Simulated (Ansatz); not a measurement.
Ge:

```
Ge
1.0
     0.00000    2.82891    2.82891
     2.82891    0.00000    2.82891
     2.82891    2.82891    0.00000
Ge
2
Direct
  0.75000 0.75000 0.75000
  0.50000 0.50000 0.50000
```

```yaml
Program: Ansatz 0.2.0
Task: relaxation of cell and atoms
Functional: BLYP
Dispersion: D3(BJ)
Potentials_or_basis: all-electron LAPW, scalar-relativistic
Basis_error_allowed: 0.001 eV/atom
k_mesh: 8 × 8 × 8
Occupations: fermi-dirac, width 0.05 eV
Spin: no spin polarisation
```

At the start: volume 22.64 Å³/atom.

**Question.** How do energy, volume and symmetry change on relaxing?

**Answer.** Over 4 steps the energy falls by 5.5 meV/atom and the volume is 23.44 Å³/atom (+3.6 %); space group Fd-3m (No. 227, to 0.05 Å).

Step by step:
| step | energy change (eV) | largest force (eV/Å) | volume (Å³) |
| --- | --- | --- | --- |
| 1 | 0.0000 | 0.0000 | 45.28 |
| 2 | -0.0103 | 0.0000 | 46.48 |
| 3 | -0.0110 | 0.0000 | 46.89 |
| 4 | -0.0110 | 0.0000 | 46.89 |

Final structure:
```
Ge
1.0
     0.00000    2.86208    2.86208
     2.86208    0.00000    2.86208
     2.86208    2.86208    0.00000
Ge
2
Direct
  0.75000 0.75000 0.75000
  0.50000 0.50000 0.50000
```

The cell as given is a measured one (22.64 Å³/atom); BLYP+D3(BJ) puts the equilibrium volume +3.6 % from it, thermal expansion not counted.
